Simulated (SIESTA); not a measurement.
# FeO (Wuestite) in SIESTA: the effect of functional

Crystal: FeO (Wuestite).

```xyz
2
Lattice="0.0000 2.1554 2.1554 2.1554 0.0000 2.1554 2.1554 2.1554 0.0000" Properties=species:S:1:pos:R:3 pbc="T T T"
Fe    0.0000    0.0000    0.0000
O     2.1554    2.1554    2.1554
```

Alike in all runs:

| Quantity | Value |
| --- | --- |
| Program | SIESTA 5.4.2 |
| Task | single point |
| Potentials or basis | PseudoDojo 0.4 standard (PBE files) |
| Basis | DZP (energy shift 0.003 Ry; two zetas on semicore shells) |
| Grid cutoff | 800 Ry |
| Energy shift | 0.003 Ry |
| k mesh | 8 × 8 × 8 |
| Occupations | fermi-dirac, width 0.05 eV |
| Spin | collinear spin, ferromagnetic start |
| Starting moments | [3.0, 0.0] μB |

Task: One run gave: pressure -0.8 GPa. Which functional did it use?
A. vdW-DF2
B. PBE
C. optB88-vdW
D. vdW-DF
E. vdW-DF-cx

Result: C.

| functional | pressure (GPa) |
| --- | --- |
| PBE | 0.4 |
| vdW-DF | 8.0 |
| vdW-DF2 | 13.2 |
| optB88-vdW | -0.8 |
| vdW-DF-C09 | -7.1 |
| vdW-DF-cx | -5.8 |
| VV10 | 2.8 |

Caveats: short orbitals over semicore shells can move pressures by several GPa; the basis of atomic orbitals isn't converged, which shifts pressures, moduli and gaps; a cell with one magnetic atom can't hold antiferromagnetic order, which such compounds often take; the potentials were made for another functional, which shifts forces and pressure (some runs); the non-local part is tabulated coarsely and may be off by about a percent (some runs).

Not every run made on this cell is shown here.
